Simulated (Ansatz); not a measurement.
LiF — core-level photoemission

Cell: a computed structure from the Materials Project (it need not be an observed phase), repeated to a supercell; a hole's nearest image is 6.1 Å away.

Space group P6_3mc (No. 186); a = 3.0609, c = 4.8073 Å, γ = 120.00°.

| site | Wyckoff | site symmetry | x | y | z |
| --- | --- | --- | --- | --- | --- |
| Li1 | 2b | 3m. | 0.3333 | 0.6667 | 0.6188 |
| F17 | 2b | 3m. | 0.3333 | 0.6667 | 0.0062 |

One atom of each set is listed; the run and its k-mesh use a cell of 32 atoms with edges of 6.12, 6.12, 9.61 Å.

Level of theory: DFT, PBE, plane waves and PAW, scalar-relativistic, 420 eV cutoff, Γ-centred 4×4×2 k-points, fixed occupations (Ansatz 0.2.0).

Each value is a total-energy difference between the cell with one core hole and the ground state (ΔSCF), counted from the top of the valence band. The cell with the hole is spin-polarised, as the shell with the hole is left with one unpaired spin. The periodic images are corrected with the calculated ε∞ = 1.88, 1.88, 1.90.

Question: Give the F 1s lines of each distinct site.

Answer: 

```
line  atom                               first shell  E_B (eV)
F 1s    17  4 Li at 1.85–1.86 Å; also 1 Li at 2.95 Å     680.8
```

The program doubts some values: the potential far from the hole hasn't levelled off. Absolute PBE values can be off by an eV or more. Multiplets, satellites and widths aren't calculated.
